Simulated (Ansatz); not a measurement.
Level of theory: Ansatz 0.2.0, DFT PBE+D3(BJ), scalar-relativistic, plane waves, PAW. All cells share a 420 eV cutoff and Γ-centred k meshes spaced at most about 0.3 Å⁻¹ (about 0.25 or finer for metals, 2π included). No spin polarisation in the final relaxations.

These are static total energies at zero pressure.

Two forms of InAs4 were relaxed alike.

A.

```cif
data_structure
_symmetry_space_group_name_H-M 'P4/mmm'
_symmetry_Int_Tables_number 123
_cell_length_a 5.6405
_cell_length_b 5.6405
_cell_length_c 3.7642
_cell_angle_alpha 90.000
_cell_angle_beta 90.000
_cell_angle_gamma 90.000
_cell_volume 119.76
loop_
_atom_site_label
_atom_site_type_symbol
_atom_site_symmetry_multiplicity
_atom_site_Wyckoff_symbol
_atom_site_fract_x
_atom_site_fract_y
_atom_site_fract_z
_atom_site_occupancy
In1 In 1 d 0.50000 0.50000 0.50000 1
As1 As 4 j 0.21931 0.21931 0.00000 1
```

B.

```cif
data_structure
_symmetry_space_group_name_H-M 'P4/m'
_symmetry_Int_Tables_number 83
_cell_length_a 6.0769
_cell_length_b 6.0769
_cell_length_c 2.8867
_cell_angle_alpha 90.000
_cell_angle_beta 90.000
_cell_angle_gamma 90.000
_cell_volume 106.60
loop_
_atom_site_label
_atom_site_type_symbol
_atom_site_symmetry_multiplicity
_atom_site_Wyckoff_symbol
_atom_site_fract_x
_atom_site_fract_y
_atom_site_fract_z
_atom_site_occupancy
In1 In 1 d 0.50000 0.50000 0.50000 1
As1 As 4 j 0.71736 0.09410 0.00000 1
```

**Question.** Which is lower in energy, and by how much?

**Answer.** B is lower, by 152 meV/atom. A has space group P4/mmm (No. 123), 24.0 Å³/atom and no gap on its mesh; B has space group P4/m (No. 83), 21.3 Å³/atom and no gap. Counting As atoms around In (those within 1.25 times the shortest such distance or 1.15 times the sum of covalent radii, 1.27 where that leaves under three; the shortest distance is added where it exceeds 1.18 times the sum of covalent radii), A has In 8 and B has In 8 from 3.1 Å. A and B both hold As–As units of three or more atoms. The denser one is the lower, and pressure would at first widen the difference. Even the lower one lies +0.12 eV/atom against the reference forms of the elements (uncorrected), so neither is stable at this level. In A, In has 8 As at 2.93 Å; As is surrounded by 2 As at 2.47 Å and 2 In at 2.93 Å. In B, around In lie 2 In at 2.89 Å and 8 As at 3.15 Å; As has 2 As at 2.56 Å, 3 As at 2.88–2.89 Å and 2 In at 3.15 Å. Both come from invented guesses.

In P4/mmm, P4/m an odd number of electrons in the primitive cell allows no gap without spin; a larger cell or a magnetic state could open one. A magnetic state wasn't ruled out in cells without spin, among them P4/mmm, P4/m. Cells relaxed within their symmetry can be saddle points. The P4/m cell of InAs4 came from shaking the P4/mmm one.
